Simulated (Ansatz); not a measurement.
## InSe under changes of volume

One of the cells (23.956 Å³/atom); the others are scaled copies at fixed shape and fractional positions:

```
In Se
1.0
     3.63204    0.00000    0.00000
     0.00000    3.63204    0.00000
     0.00000    0.00000    3.63204
In Se
1 1
Direct
  0.50000 0.50000 0.50000
  0.00000 0.00000 0.00000
```

The cell was built by a generator and needn't be a form met in nature.

* Program: Ansatz 0.2.0
* Functional: PBE
* Potentials or basis: Ansatz PAW
* Cutoff: 420 eV (not typed: the program's choice for these potentials)
* k mesh: 7 × 7 × 7
* Occupations: fermi-dirac, width 0.05 eV
* Spin: no spin polarisation

```csv
volume (Å³/atom),energy over the lowest point (meV/atom),pressure (GPa)
22.519,14.48,3.6
22.998,5.96,2.2
23.477,?,?
23.956,0.00,0.0
24.436,1.72,-1.0
24.915,6.09,-1.8
25.394,12.78,-2.5
```

Problem. What does the run at 23.477 Å³/atom give?

Solution. Energy over the lowest point 1.29 meV/atom; pressure 1.0 GPa.

Worked out: A Birch-Murnaghan fit of order 3 (a polynomial in V^(-2/3)) to the other rows has its minimum at 23.91 Å³/atom with B0 = V·E''(V) = 51 GPa and B' = 5.2. It gives 1.28 meV/atom at 23.477 Å³/atom, against the run's 1.29, and -dE/dV = 1.0 GPa, against 1.0.

Energies are extrapolated to zero smearing.
